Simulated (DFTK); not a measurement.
Runs of DFTK 0.8.2 on GaAs. Symmetry: F-43m, No. 216, cubic system. The conventional cell has a = 5.654 Å, b = 5.654 Å, c = 5.654 Å, α = 90.00°, β = 90.00°, γ = 90.00°. As (site symmetry -43m) has 4 Ga at 2.45 Å as nearest neighbours. Ga (site symmetry -43m) is surrounded by 4 As at 2.45 Å. 

```tsv
task	level	potentials or basis	k mesh	cutoff (eV)	valence electrons	gap on the mesh (eV)	pressure (GPa)	V0 of scaled cells (Å³/atom)	B0 (GPa)
equation of state	PBEsol	cp2k.nc.sr.pbe.v0_1.largecore.gth (PBE, GTH, large core)	8 × 8 × 8	544	As 5, Ga 3	-	-	23.36	62
single point	PBE	dojo.nc.sr.pbe.v0_4_1.standard.upf (PBE)	8 × 8 × 8	1143	As 15, Ga 13	(a)	3.4	-	-
band structure	r2SCAN	SG15 1.2 (PBE)	5 × 5 × 5	1225	As 5, Ga 13	(b)	(c)	-	-
equation of state	PBEsol	cp2k.nc.sr.pbe.v0_1.largecore.gth (PBE, GTH, large core)	8 × 8 × 8	735	As 5, Ga 3	-	-	23.36	62
equation of state	PBEsol	dojo.nc.sr.pbesol.v0_4_1.standard.upf (PBEsol)	8 × 8 × 8	1143	As 15, Ga 13	-	-	22.68	69
equation of state	PBE	dojo.nc.sr.pbe.v0_4_1.standard.upf (PBE)	8 × 8 × 8	1143	As 15, Ga 13	-	-	23.74	61
```

Alike in all rows: no spin polarisation; cell as given; smearing fermi-dirac 0.05 eV.

Task: Fill in the values left out.

Result: (a) 0.52; (b) 0.59; (c) 0.2.

Caveats: the potentials were made for another functional, which shifts forces and pressure (some runs); GTH potentials come without recommended cutoffs, and this one wasn't checked for convergence (some runs); this set keeps more shells in the core, which shifts pressures and gaps (some runs); the program warned that the kinetic-energy density falls under its von Weizsäcker bound, which can give unphysical results (some runs).

A k mesh can miss the band edges, and the runs leave out spin-orbit coupling on As, Ga.

Not every run made on this cell is shown here.
